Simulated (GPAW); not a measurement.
InAs:

```
In As
1.0
     0.00000    2.87730    2.87730
     2.87730    0.00000    2.87730
     2.87730    2.87730    0.00000
In As
1 1
Direct
  0.50000 0.50000 0.50000
  0.00000 0.00000 0.00000
```

Measurements of this composition are mostly on another form, of space group No. 216.

Base run:

| Property | Result |
| --- | --- |
| Program | GPAW 26.7.0 |
| Functional | PBE |
| Potentials or basis | GPAW PAW data sets (gpaw-data 1.2.1) |
| Cutoff | 500 eV |
| Basis | pw |
| k mesh | 7 × 7 × 7 |
| Occupations | fermi-dirac, width 0.05 eV |
| Spin | no spin polarisation |

Its results: band gap on the k mesh none (metal or under the smearing width); pressure -0.9 GPa.

**Question.** The run is repeated on the same cell with these changes: functional from PBE to r2SCAN; cutoff from 500 eV to 450 eV. What comes out?

**Answer.** Band gap on the k mesh none (metal or under the smearing width); pressure -3.8 GPa.

Caveats: the cutoff is short for stress and forces, so pressures can be off by a GPa or more; the PAW data sets were made with another functional, which shifts forces and pressure a little (some runs).
